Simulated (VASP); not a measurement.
Set up this calculation in VASP 6.6.1, as the native input.

| Quantity | Value |
| --- | --- |
| Task | relaxation of cell and atoms |
| Functional | PBEsol |
| Potentials or basis | VASP PAW PBE potentials, release 64 (Te, Pb_d) |
| Cutoff | 600 eV |
| k mesh | 8 × 8 × 8 |
| Occupations | gaussian, width 0.03 eV |
| Spin | no spin polarisation |
| Further INCAR settings | ALGO = Normal; EDIFF = 1e-07; IBRION = 2; EDIFFG = -0.005; NSW = 90; ISIF = 3 |

The structure of TePb lies in POSCAR:

```
TePb                                    
1.0
    0.0000000000      3.2218515824      3.2218515824
    3.2218515824      0.0000000000      3.2218515824
    3.2218515824      3.2218515824     -0.0000000000
  Te              Pb            
     1     1
Direct
     0.5000000000000000    0.5000000000000000    0.5000000000000000
     0.0000000000000000    0.0000000000000000    0.0000000000000000
```

These files were run (other wordings do the same):

INCAR

```
PREC = Accurate
ENCUT = 600
EDIFF = 1E-7
ISMEAR = 0
SIGMA = 0.03
LREAL = F
LASPH = T
NELM = 80
ALGO = Normal
ISIF = 3
LWAVE = F
LCHARG = F
GGA = PS
IBRION = 2
NSW = 90
EDIFFG = -0.005
KPAR = 4
```

KPOINTS

```
Automatic mesh
0
Gamma
  8 8 8
```

Potentials or basis: VASP PAW PBE potentials, release 64 (Te, Pb_d).

Run with:

```console
$ cat potpaw_PBE.64/Te/POTCAR potpaw_PBE.64/Pb_d/POTCAR > POTCAR
$ mpirun -np 4 vasp_std > vasp.out
```

It gave:

The pressure after relaxing is 0.0 GPa and the band gap on the k mesh is 0.65 eV, direct.

Caveat: the relaxation stopped at its first step, so nothing moved; the PAW data sets were made with another functional, which shifts forces and pressure a little; spin-orbit coupling is left out, which as a rule narrows the gap of such compounds by several tenths of an eV.

It took 10 s on 4 MPI ranks on Intel(R) Xeon(R) Platinum 8559C (Emerald Rapids), with other jobs on the host, peak memory 0.22 GiB a rank.
